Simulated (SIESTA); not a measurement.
Crystal: Pb.

```
CELL_PARAMETERS angstrom
0.00000 2.47502 2.47502
2.47502 0.00000 2.47502
2.47502 2.47502 0.00000
ATOMIC_POSITIONS crystal
Pb 0.00000 0.00000 0.00000
```

Base run:

| Property | Result |
| --- | --- |
| Program | SIESTA 5.4.2 |
| Functional | VV10 |
| Potentials or basis | PseudoDojo 0.4 standard (PBE files) |
| Basis | DZP (energy shift 0.003 Ry; two zetas on semicore shells) |
| Grid cutoff | 500 Ry |
| Energy shift | 0.003 Ry |
| k mesh | 9 × 9 × 9 |
| Occupations | fermi-dirac, width 0.05 eV |
| Spin | no spin polarisation |

Its results: band gap on the k mesh none (metal or under the smearing width); pressure 3.6 GPa.

Problem. The run is repeated on the same cell with these changes: functional from VV10 to vdW-DF. What comes out?

Solution. Band gap on the k mesh none (metal or under the smearing width); pressure 5.7 GPa.

Caveats: the potentials were made for another functional, which shifts forces and pressure; the basis of atomic orbitals isn't converged, which shifts pressures, moduli and gaps; the non-local part is tabulated coarsely and may be off by about a percent (some runs).
